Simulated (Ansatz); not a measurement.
# CdTe (F-43m) in Ansatz: a series of runs

Runs on CdTe. Level: PBE. Tasks: single point.

Program: Ansatz 0.2.0. These are calculated values, not measurements. Logs are shortened: lines on timing, memory, paths and dates and some standing lists are left out, and cuts for length are marked.

**Measured values to compare with.**

A printed reference work, data compilation reports, for a bulk crystal of CdTe at 0 K: band gap 1.607 eV.

The runs below are set against these values where they give the same quantity.

### 1 Starting point

The structure is cubic, space group F-43m (No. 216). The conventional cell has a = 6.410 Å, b = 6.410 Å, c = 6.410 Å, α = 90.00°, β = 90.00°, γ = 90.00°. Te (site symmetry -43m) has 4 Cd at 2.78 Å as nearest neighbours. Cd (site symmetry -43m) is surrounded by 4 Te at 2.78 Å.

### 2 Single point, PBE

Contents of input.yaml:

```yaml
crystal:
  lattice:
    - [0.0, 3.205, 3.205]
    - [3.205, 0.0, 3.205]
    - [3.205, 3.205, 0.0]
  atoms:
    - { symbol: Te, position: [0.75, 0.75, 0.75] }
    - { symbol: Cd, position: [0.0, 0.0, 0.0] }
hamiltonian:
  xc: pbe
  pseudopotentials: { kind: paw }
kpoints:
  mp_grid: { grid: [7, 7, 7] }
scf:
  occupations: { method: gaussian, width: 0.029 }
output:
  forces: true
  stress: true
  eigenvalues: true
  write_density: true
  write_potential: true
  elf: true
  volumetric_format: npy
```

Potentials or basis: Ansatz PAW.

Launch:

```
> ansatz run input.yaml --threads 2 --pin off --max-ram 5632MiB --backend cpu --events-out ev --progress --plain --runs-dir out
```

What it wrote:

```text
Warning: RAYON_NUM_THREADS=2 ignored (pool sized by the plan → 2); use --threads N
Engine: ansatz 0.2.0, x86_64-unknown-linux-gnu
Pseudopotentials: kind: paw
Pseudopotential: Te, paw, valence charge 16, recommended cutoff 420 eV (normal), Te.paw.azcp
Pseudopotential: Cd, paw, valence charge 20, recommended cutoff 420 eV (normal), Cd.paw.azcp
Functional definition: PBE
  parameter kappa = 0.804
  parameter beta = 0.06672455060314922
  exchange = pbe_x(kappa = kappa, mu = beta*pi^2/3)
  correlation = pbe_c(beta = beta)
Crystal: 2 atoms, lattice volume = 65.844 Å³
Basis set: ecut = 420 eV, 1243 PW (Γ), exchange–correlation on 64×64×64 points (8 copies of the dense FFT grid, shifted against one another)
Bands: 22, of which v1, the nominal top of the filled ones, is band 18 counted from 1 (17 counted from 0)
Symmetry: 24 space group operations
Space group: F-43m (ITA 216), of the structure as read, at distance tolerance 4.0e-5 Å
k-points: 20 of 343 (time reversal used)
Non-local potential: Te, projectors of the file, l = 0: 2, l = 1: 2, l = 2: 2, l = 3: 2
Non-local potential: Cd, projectors of the file, l = 0: 3, l = 1: 2, l = 2: 2, l = 3: 1
PAW form: soft (Blöchl's): semilocal exchange-correlation on the pseudo side does not see the compensation charge
PAW one-centre angular grid: Te, 590 points (default); XC on 64 Gauss nodes
PAW one-centre angular grid: Cd, 590 points (default); XC on 64 Gauss nodes
Initial density: superposition of atomic densities (neutral atoms: chi_scale 0, normalization atom), corrected by the library's trained network
Initial wavefunctions: pseudopotential atomic-orbital guess
Functional: x = pbe(κ = 0.804, μ = 0.2195149727645171), c = pbe(β = 0.06672455060314922)
SCF iter   1: F=—  HF=-15235.257777 eV  |F-HF|=—  |Δ(HF+E_count)|=         —  Δρ=1.37e-3  dr2=2.98e-3  ethr=1.77e-3  ⟨swp⟩=6.2  Hψ=2098  notcnv=0
preconditioner: auto → none  [insulator: Δε(μ)=0.855 eV  Ē_g=11.552 eV  σ=0.029 eV  W_gap=1.00  n_scr=14 (ndim 8)  ℏωp=19.4 eV  f_vac=0.179  D(μ)=0.00/eV (n_scr^D=0)  ε∞_Penn≈3.8]
SCF iter   2: F=—  HF=-15235.257163 eV  |F-HF|=—  |Δ(HF+E_count)|=   6.14e-4  Δρ=5.40e-4  dr2=1.98e-4  ethr=8.29e-6  ⟨swp⟩=2.1  Hψ=864  notcnv=0
SCF iter   3: F=—  HF=-15235.257213 eV  |F-HF|=—  |Δ(HF+E_count)|=   5.03e-5  Δρ=2.08e-4  dr2=2.98e-5  ethr=5.51e-7  ⟨swp⟩=2.9  Hψ=780  notcnv=0
SCF iter   4: F=—  HF=-15235.257223 eV  |F-HF|=—  |Δ(HF+E_count)|=   9.59e-6  Δρ=6.90e-5  dr2=2.93e-6  ethr=8.28e-8  ⟨swp⟩=2.0  Hψ=615  notcnv=0
SCF iter   5: F=—  HF=-15235.257232 eV  |F-HF|=—  |Δ(HF+E_count)|=   8.86e-6  Δρ=1.59e-5  dr2=1.14e-7  ethr=8.13e-9  ⟨swp⟩=2.0  Hψ=620  notcnv=0
SCF iter   6: F=-15235.257232 eV  HF=-15235.257232 eV  |F-HF|=2.10e-9  |Δ(HF+E_count)|=   4.88e-7  Δρ=1.86e-6  dr2=1.33e-9  ethr=2.78e-10  ⟨swp⟩=11.4  Hψ=3066  notcnv=0
SCF 1 converged in 6 iterations: F = -15235.257232 eV  dr2 = 1.33e-9
SCF converged after 6 iterations
Free energy (F): -15235.257232 eV
Harris-Foulkes:  -15235.257232 eV  (|F-HF|=2.10e-9)
Internal energy: -15235.257232 eV  (E = F + TS)
E sigma→0 (E₀):  -15235.257232 eV
Fermi energy:    8.376230 eV
--- Per-component energies (eV) ---
  E_band       = -775.989294
  E_kinetic    = 686.481083
  E_local      = -5346.869088  (includes V_loc(G=0)·N_el)
  E_nonlocal   = -276.798410
  E_hartree    = 2704.016456
  E_xc         = -301.589987
  E_vxc        = -326.551998  (∫ρ·V_xc dr)
  E_paw        = -8745.751779  (= ΣΔE_a)
  E_vpaw       = -920.285173  (= ΣTr[D̂ρ^β])
  E_aug_tail   = -0.000205  (compensation charges beyond the density's cutoff)
  E_ewald      = -3954.745301
  E_smearing   = -0.000000  (= −TS)
  E_closure    = 0.000000  (closes the sum)
  Σ components = -15235.257232   (vs F -15235.257232, Δ=0.00e0)
--- Forces (eV/Å), atoms counted from 1 ---
  atom   1  Te     0.00000000    -0.00000000     0.00000000
  atom   2  Cd    -0.00000000     0.00000000     0.00000000
  max |Σ_I F_I| component: 1.30e-16 eV/Å
--- Stress (GPa, compression-positive) ---
        4.243174       0.000000       0.000000
        0.000000       4.243174       0.000000
       -0.000000       0.000000       4.243174
  P = ⅓ Tr σ = 4.2432 GPa (42.432 kbar)
--- Band table (eV; the first three rows and the last of 20) ---
  k-point 0: bands = ["-94.2604", "-55.3235", "-55.3235", "-55.3235", "-28.1557", "-28.1557", "-28.1557", "-28.1464", "-28.1464", "-3.4288", "-0.4575", "-0.4575", "-0.4575", "-0.1710", "-0.1710", "7.9393", "7.9393", "7.9393", "8.8121", "12.5347", "12.5347", "12.5347"]
  k-point 1: bands = ["-94.2604", "-55.3235", "-55.3235", "-55.3235", "-28.1557", "-28.1556", "-28.1556", "-28.1463", "-28.1463", "-3.3478", "-0.4419", "-0.4419", "-0.3952", "-0.1723", "-0.1723", "6.4680", "7.7526", "7.7526", "9.7778", "12.5833", "12.8122", "12.8122"]
  k-point 2: bands = ["-94.2604", "-55.3236", "-55.3235", "-55.3235", "-28.1558", "-28.1555", "-28.1555", "-28.1463", "-28.1463", "-3.1651", "-0.4104", "-0.4104", "-0.1785", "-0.1704", "-0.1704", "4.7229", "7.3950", "7.3950", "9.9649", "13.1542", "13.1542", "13.7571"]
  k-point 19: bands = ["-94.2604", "-55.3236", "-55.3235", "-55.3235", "-28.1558", "-28.1555", "-28.1550", "-28.1463", "-28.1460", "-2.8814", "-0.3316", "-0.3155", "-0.2057", "-0.1683", "0.4248", "3.6112", "5.2845", "6.0113", "11.6631", "12.7962", "13.9008", "14.6953"]
```

Wall time 1.3 s (2 threads of Intel Xeon Platinum 8488C (Sapphire Rapids), shared host); peak memory 0.41 GiB.

Results:

* Free energy: -15235.2572 eV
* Pressure: 4.2 GPa
* Band gap on the k mesh: 0.87 eV, direct

Caveat: odd divisions of the mesh miss points on the zone boundary, where band edges often lie, so the gap on the mesh can be too wide; spin-orbit coupling is left out, which moves the levels of the heavy elements.

### 3 Single point, PBE

Edit input.yaml of step 2 so:

```diff
@@ -14,3 +14,3 @@
 scf:
-  occupations: { method: gaussian, width: 0.029 }
+  occupations: { method: gaussian, width: 0.03 }
 output:
@@ -19,5 +19 @@
   eigenvalues: true
-  write_density: true
-  write_potential: true
-  elf: true
-  volumetric_format: npy
```

Potentials or basis: Ansatz PAW.

Launch:

```
> ansatz run input.yaml --threads 2 --pin off --max-ram 5632MiB --backend cpu --events-out ev --progress --plain --runs-dir out
```

Run time: 1.1 s. Hardware: 2 threads of Intel Xeon Platinum 8488C (Sapphire Rapids), shared host; peak memory 0.4 GiB.

It converged, with:

```
Free energy            : -15235.2572 eV
Pressure               : 4.2 GPa
Band gap on the k mesh : 0.87 eV, direct
```

Levels at points of the mesh, in eV from the valence-band top:
```
           k point  band 16  band 17  band 18  band 19  band 20  band 21
(0.00, 0.00, 0.00)     0.00     0.00     0.00     0.87     4.60     4.60
```

Caveat: odd divisions of the mesh miss points on the zone boundary, where band edges often lie, so the gap on the mesh can be too wide; spin-orbit coupling is left out, which moves the levels of the heavy elements.

### 4 Against experiment

Step 2. Against the measured gap of CdTe, 1.607 eV (0 K; a printed reference work, data compilation), the calculated 0.87 eV is off by -0.73 eV. Spin-orbit coupling on Cd, Te is left out. The value is that of PBE, without temperature or zero-point motion. Semilocal functionals fall short of measured gaps as a rule.

Step 3. Against the measured gap of CdTe, 1.607 eV (0 K; a printed reference work, data compilation), the calculated 0.87 eV is off by -0.73 eV. Spin-orbit coupling on Cd, Te is left out. The value is that of PBE, without temperature or zero-point motion. Semilocal functionals fall short of measured gaps as a rule.
